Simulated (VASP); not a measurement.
# MgS (I-4m2) in VASP: further runs

Runs on MgS. Level: LDA. Tasks: single point.

Everything below comes from runs of VASP 6.6.1. Logs are shortened: lines on timing, memory, paths and dates and some standing lists are left out, and cuts for length are marked.

### Step 1. The cell of the first run

It takes space group I-4m2 (No. 119, tetragonal). The conventional cell has a = 4.007 Å, b = 4.007 Å, c = 5.581 Å, α = 90.00°, β = 90.00°, γ = 90.00°. Around Mg (site symmetry -4m2) lie 4 S at 2.44 Å. Around S (site symmetry -4m2) lie 4 Mg at 2.44 Å.

The cell comes from a database or a generator and needn't be the stable form of this composition.

### Step 2. Single point, LDA (strain +0.000 along x and y, -0.015 along z, atoms carried along)

File INCAR:

```
PREC = Accurate ; ENCUT = 520
EDIFF = 1E-6 ; ISMEAR = 0
SIGMA = 0.05 ; LREAL = False
LASPH = True ; NELM = 100
ALGO = Normal ; ISIF = 2
LWAVE = False ; LCHARG = False
NBANDS = 11
```

File KPOINTS:

```
regular mesh
0
Gamma
  8 8 8
```

File POSCAR:

```
MgS
1.0
    0.0000000000      2.8331200468      2.7906232461
    2.8331200468      0.0000000000      2.7906232461
    2.8331200468      2.8331200468      0.0000000000
Mg S
1 1
Direct
    0.0000000000      0.0000000000      0.0000000000
    0.7500000000      0.7500000000      0.7500000000
```

Potentials or basis: VASP PAW LDA potentials, release 64 (Mg, S).

On the command line:

```console
$ cat potpaw_LDA.64/Mg/POTCAR potpaw_LDA.64/S/POTCAR > POTCAR
$ mpirun -np 1 vasp_std > vasp.out
```

OUTCAR:

```text
PREC = Accurate
   ENCUT = 520
   EDIFF = 1E-6
   ISMEAR = 0
   LREAL = False
   LASPH = True
   NELM = 100
   ISIF = 2

 ion  position               nearest neighbor table
   1  0.000  0.000  0.000-   2 2.44   2 2.44   2 2.44   2 2.44
   2  0.750  0.750  0.750-   1 2.44   1 2.44   1 2.44   1 2.44

  LATTYP: Found a body centered tetragonal cell.
 ALAT       =     4.0066367940
 C/A-ratio  =     1.3930003589

  Lattice vectors:

 A1 = (   0.0000000000,  -2.8331200468,  -2.7906232461)
 A2 = (   0.0000000000,   2.8331200468,  -2.7906232461)
 A3 = (   2.8331200468,   0.0000000000,   2.7906232461)

Analysis of symmetry for initial positions (statically):
=====================================================================
 Subroutine PRICEL returns:
 Original cell was already a primitive cell.

 Routine SETGRP: Setting up the symmetry group for a
 body centered tetragonal supercell.

 Subroutine GETGRP returns: Found  8 space group operations
 (whereof  8 operations were pure point group operations)
 out of a pool of 16 trial point group operations.

The static configuration has the point symmetry D_2d.

Analysis of symmetry for dynamics (positions and initial velocities):
=====================================================================
 Subroutine PRICEL returns:
 Original cell was already a primitive cell.

 Routine SETGRP: Setting up the symmetry group for a
 body centered tetragonal supercell.

 Subroutine GETGRP returns: Found  8 space group operations
 (whereof  8 operations were pure point group operations)
 out of a pool of 16 trial point group operations.

The dynamic configuration has the point symmetry D_2d.

 Subroutine INISYM returns: Found  8 space group operations
 (whereof  8 operations are pure point group operations),
 and found     1 'primitive' translations

----------------------------------------------------------------------------------------

                                     Primitive cell

  volume of cell :      44.7983

  direct lattice vectors                    reciprocal lattice vectors
     0.000000000  2.833120047  2.790623246    -0.176483874  0.176483874  0.179171445
     2.833120047  0.000000000  2.790623246     0.176483874 -0.176483874  0.179171445
     2.833120047  2.833120047  0.000000000     0.176483874  0.176483874 -0.179171445

  length of vectors
     3.976700555  3.976700555  4.006636794     0.307238542  0.307238542  0.307238542

  position of ions in fractional coordinates (direct lattice)
     0.000000000  0.000000000  0.000000000
     0.750000000  0.750000000  0.750000000

  ion indices of the primitive-cell ions
   primitive index   ion index
                 1           1
                 2           2

----------------------------------------------------------------------------------------

 KPOINTS: regular mesh

Automatic generation of k-mesh.
 Grid dimensions read from file:
 generate k-points for:    8    8    8

 Generating k-lattice:

  Cartesian coordinates                     Fractional coordinates (reciprocal lattice)
    -0.022060484  0.022060484  0.022396431     0.125000000  0.000000000  0.000000000
     0.022060484 -0.022060484  0.022396431     0.000000000  0.125000000  0.000000000
     0.022060484  0.022060484 -0.022396431     0.000000000  0.000000000  0.125000000

  Length of vectors
     0.038404818  0.038404818  0.038404818

  Shift w.r.t. Gamma in fractional coordinates (k-lattice)
     0.000000000  0.000000000  0.000000000

 Subroutine IBZKPT returns following result:
 ===========================================

 Found     59 irreducible k-points:

 Following reciprocal coordinates:
            Coordinates               Weight
  0.000000  0.000000  0.000000      1.000000
  0.125000  0.000000  0.000000      8.000000
  0.250000  0.000000  0.000000      8.000000
  0.375000  0.000000  0.000000      8.000000
  0.500000  0.000000  0.000000      4.000000
  0.125000  0.125000  0.000000      2.000000
[... 16 lines left out ...]
  0.250000  0.000000  0.125000     16.000000
  0.375000 -0.000000  0.125000     16.000000
 [... further k-points ...]
   k-points           NKPTS =     59   k-points in BZ     NKDIM =     59   number of bands    NBANDS=     11
   number of dos      NEDOS =    301   number of ions     NIONS =      2
   total plane-waves  NPLWV =  27000
   dimension x,y,z NGX =    30 NGY =   30 NGZ =   30
   dimension x,y,z NGXF=    60 NGYF=   60 NGZF=   60
   ions per type =               1   1
   NGX,Y,Z   is equivalent  to a cutoff of  12.54, 12.54, 12.45 a.u.
   NGXF,Y,Z  is equivalent  to a cutoff of  25.08, 25.08, 24.90 a.u.
 SYSTEM =  unknown system
   PREC   = accura    normal or accurate (medium, high low for compatibility)
   ISTART =      0    job   : 0-new  1-cont  2-samecut
   ICHARG =      2    charge: 1-file 2-atom 10-const
   ISPIN  =      1    spin polarized calculation?
   LNONCOLLINEAR =      F non collinear calculations
   LSORBIT =      F    spin-orbit coupling
   LASPH  =      T    aspherical Exc in radial PAW
   ENCUT  =  520.0 eV  38.22 Ry    6.18 a.u.   7.39  7.39  7.45*2*pi/ulx,y,z
   NELM   =    100;   NELMIN=  2; NELMDL= -5     # of ELM steps
   EDIFF  = 0.1E-05   stopping-criterion for ELM
[... 8 lines left out ...]
   TEBEG  =    0.0;   TEEND  =   0.0 temperature during run
   PSTRESS=    0.0 pullay stress
   NELECT =       8.0000    total number of electrons
   NUPDOWN=      -1.0000    fix difference up-down
   EMIN   =  10.00;   EMAX   =-10.00  energy-range for DOS
   EFERMI =   0.00;   METHOD = LEGACY
   ISMEAR =     0;   SIGMA  =   0.05  broadening in eV -4-tet -1-fermi 0-gaus
   EFERMI_NEDOS =   21; number of points for ismear=-14 and -15
   IALGO  =     38    algorithm
   IMIX   =      4    mixing-type and parameters
     AMIX     =   0.40;   BMIX     =  1.00
     AMIX_MAG =   1.60;   BMIX_MAG =  1.00
  volume/ion in A,a.u.               =      22.40       151.16
  Fermi-wavevector in a.u.,A,eV,Ry     =   0.921901  1.742141 11.563620  0.849902
  Thomas-Fermi vector in A             =   2.047369
   LORBIT       =      0    0 simple, 1 ext, 2 COOP (PROOUT), +10 PAW based schemes
   GGA     = CA    functional components
   LHFCALC =     F    Hartree Fock is set to
   AEXX    =    0.0000 exact exchange contribution
   IVDW    =     0    specifies the selected vdW correction
   LEPSILON=     F    determine dielectric tensor
   LRPA    =     F    only Hartree local field effects (RPA)
 non-spin polarized calculation
 Gauss-broadening in eV      SIGMA  =   0.05
  energy-cutoff  :      520.00
  volume of cell :       44.80
 maximum number of plane-waves:      1235
 NGX is ok and might be reduce to    30
   NGX = 15   NGY = 15   NGZ = 15

 number of electron       8.0000001 magnetization

 Free energy of the ion-electron system (eV)
  ---------------------------------------------------
  ext. energy  EPLUGINS =         0.00000000
  ---------------------------------------------------
  free energy    TOTEN  =        -9.38661547 eV

  energy without entropy =       -9.38661547  energy(sigma->0) =       -9.38661547

 E-fermi :   1.2246     XC(G=0):  -8.8102

 val. band max:        1.0011686654   @ k =   0.0000   0.0000   0.0000
 cond. band min:       4.2328103032   @ k =   0.0000   0.0000   0.0000
 fundamental gap:      3.2316416377
 Fermi energy:         1.2246009082

 k-point     1 :       0.0000    0.0000    0.0000
  band No.  band energies     occupation
      1     -10.3054      2.00000
      2       0.9628      2.00000
      3       0.9628      2.00000
      4       1.0012      2.00000
      5       4.2328      0.00000
      6       8.7716      0.00000
      7       8.7716      0.00000
      8       8.7843      0.00000
      9      11.6159      0.00000
     10      11.8672      0.00000
     11      14.4354      0.00000

 k-point     2 :       0.1250    0.0000    0.0000
  band No.  band energies     occupation
      1     -10.2136      2.00000
      2       0.2554      2.00000
      3       0.9033      2.00000
      4       0.9373      2.00000
      5       4.9180      0.00000
      6       8.5794      0.00000
      7       8.9445      0.00000
      8       8.9669      0.00000
      9      11.1564      0.00000
     10      11.3505      0.00000
     11      13.8668      0.00000

 k-point     3 :       0.2500    0.0000    0.0000
  band No.  band energies     occupation
      1      -9.9751      2.00000
      2      -0.9595      2.00000
      3       0.7693      2.00000
      4       0.8215      2.00000
      5       5.7684      0.00000
      6       8.6121      0.00000
      7       8.9370      0.00000
      8       9.0498      0.00000
      9      11.2751      0.00000
     10      11.3171      0.00000
     11      13.0088      0.00000

 k-point     4 :       0.3750    0.0000    0.0000
  band No.  band energies     occupation
      1      -9.7065      2.00000
      2      -1.9167      2.00000
      3       0.6472      2.00000
      4       0.7160      2.00000
      5       5.9245      0.00000
      6       8.5559      0.00000
      7       8.6988      0.00000
      8       9.1831      0.00000
      9      12.5718      0.00000
     10      12.6473      0.00000
     11      13.0266      0.00000
[... 239 lines left out ...]
 k-point    22 :       0.1250    0.0000    0.1250
  band No.  band energies     occupation
      1     -10.1844      2.00000
      2       0.2465      2.00000
      3       0.7818      2.00000
      4       0.8106      2.00000
      5       5.1424      0.00000
      6       8.2215      0.00000
      7       9.1857      0.00000
      8       9.2353      0.00000
      9      10.1772      0.00000
     10      12.0662      0.00000
     11      15.0447      0.00000

 k-point    23 :       0.2500    0.0000    0.1250
  band No.  band energies     occupation
      1      -9.9954      2.00000
      2      -0.6487      2.00000
      3       0.6203      2.00000
      4       0.6581      2.00000
      5       5.9468      0.00000
      6       7.9703      0.00000
      7       8.8888      0.00000
      8       9.5273      0.00000
      9      10.3379      0.00000
     10      12.1994      0.00000
     11      14.2663      0.00000

 k-point    24 :       0.3750   -0.0000    0.1250
  band No.  band energies     occupation
      1      -9.7335      2.00000
      2      -1.5940      2.00000
      3       0.4203      2.00000
      4       0.5271      2.00000
      5       6.3299      0.00000
      6       7.9389      0.00000
      7       8.8475      0.00000
      8       9.2996      0.00000
      9      11.6049      0.00000
     10      13.1940      0.00000
     11      13.8309      0.00000

 [... further k-points ...]
[... 5 lines left out ...]
  --------------------------------------------------------------------------------------
  -------------------------------------------------------------------------------------
  Total       -0.5100005     -0.5100005     -0.4257443      0.0000000     -0.0000000     -0.0000000
  in kB      -18.2397992    -18.2397992    -15.2264371      0.0000000     -0.0000000     -0.0000000
  external PRESSURE =     -17.2353452 kB  Pullay stress =       0.0000000 kB

 VOLUME and BASIS-vectors are now :
 -----------------------------------------------------------------------------
  energy-cutoff  :      520.00
  volume of cell :       44.80
      direct lattice vectors                 reciprocal lattice vectors
     0.000000000  2.833120047  2.790623246    -0.176483874  0.176483874  0.179171445
     2.833120047  0.000000000  2.790623246     0.176483874 -0.176483874  0.179171445
     2.833120047  2.833120047  0.000000000     0.176483874  0.176483874 -0.179171445

 POSITION                                       TOTAL-FORCE (eV/Angst)
 -----------------------------------------------------------------------------------
      0.00000      0.00000      0.00000         0.000000      0.000000      0.000000
      4.24968      4.24968      4.18593        -0.000000     -0.000000      0.000000
 -----------------------------------------------------------------------------------
    total drift:                               -0.000000     -0.000000     -0.000000

  FREE ENERGIE OF THE ION-ELECTRON SYSTEM (eV)
  ---------------------------------------------------
  free  energy   TOTEN  =        -9.3866154720 eV

  energy  without entropy=       -9.3866154720  energy(sigma->0) =       -9.38661547
```

Wall time 28 s (1 thread of Intel Xeon Platinum 8259CL at 2.50GHz (Skylake/Cascade Lake), shared host); peak memory 0.16 GiB.

Results:

- Free energy: -9.3866 eV
- Pressure: -1.7 GPa
- Band gap on the k mesh: 3.23 eV, direct

(Continued in part 2 of 2.)
